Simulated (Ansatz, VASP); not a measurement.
NaI in VASP and in Ansatz

```
Na I
1.0
     0.00000    3.22972    3.22972
     3.22972    0.00000    3.22972
     3.22972    3.22972    0.00000
Na I
1 1
Direct
  0.00000 0.00000 0.00000
  0.50000 0.50000 0.50000
```

The cell was built by a generator and needn't be a form met in nature.

Alike in both runs: task single point; functional PBEsol; k mesh 6 × 6 × 6; no spin polarisation.

|  | VASP | Ansatz |
| --- | --- | --- |
| version | VASP 6.6.1 | Ansatz 0.2.0 |
| potentials or method | VASP PAW PBE potentials, release 64 (Na_pv, I) | plane waves, PAW |
| plane-wave cutoff (eV) | 520 | 420 |
| occupations | gaussian, width 0.01 eV | fixed |
| valence electrons in the cell | 14 | 26 |

VASP gave:

* gap on the k mesh at the Fermi level (eV): 3.52
* pressure (GPa): -0.4

Question: What did Ansatz give for the same quantities?

Answer: gap on the k mesh at the Fermi level (eV): 3.53; pressure (GPa): -0.4.

The two sets of potentials don't hold the same shells in valence.

Caveats: the PAW data sets were made with another functional, which shifts forces and pressure a little (VASP); spin-orbit coupling is left out, which moves the levels of the heavy elements. As with any semilocal functional, this PBEsol gap is likely too small.
